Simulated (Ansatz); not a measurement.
Input and command of a plane-wave DFT calculation in Ansatz:

```yaml
crystal:
  lattice:
    - [5.137917364, 0.0, 0.0]
    - [-2.568958682, 4.4495669597, 0.0]
    - [0.0, 0.0, 4.20614006]
  atoms:
    - { symbol: Al, position: [0.6666666667, 0.3333333333, 0.25] }
    - { symbol: Al, position: [0.3333333333, 0.6666666667, 0.75] }
    - { symbol: Cu, position: [0.3310647133, 0.1655323567, 0.75] }
    - { symbol: Cu, position: [0.8344676433, 0.1655323567, 0.75] }
    - { symbol: Cu, position: [0.8344676433, 0.6689352867, 0.75] }
    - { symbol: Cu, position: [0.6689352867, 0.8344676433, 0.25] }
    - { symbol: Cu, position: [0.1655323567, 0.8344676433, 0.25] }
    - { symbol: Cu, position: [0.1655323567, 0.3310647133, 0.25] }
basis:
  ecutwfc: 420
kpoints:
  mp_grid: { grid: [12, 12, 8] }
hamiltonian:
  xc: lda
scf:
  occupations: { method: gaussian, width: 0.1 }
output:
  forces: true
  stress: true
  eigenvalues: true
relax:
  adjacent_minimum: "off"
  f_tol: 0.01
  max_steps: 60
  cell: { stress_tol: 0.05 }
```

```bash
ansatz run input.yaml --threads 2 --pin off --max-ram 5120MiB --backend cpu --events-out ev --progress --plain --runs-dir out
```

Processor: Intel(R) Xeon(R) Processor @ 2.50GHz (Skylake/Cascade Lake), 2 threads, on a host shared with other jobs.

Estimate time, memory and problem size.

About 3.1 min on 2 threads of Intel(R) Xeon(R) Processor @ 2.50GHz (Skylake/Cascade Lake) (shared host), peak memory 0.76 GiB. It solves 72 bands at 95 k points (the mesh reduced by symmetry) with about 1831 plane waves (on the last cell), in 33 SCF iterations over 5 ionic steps.
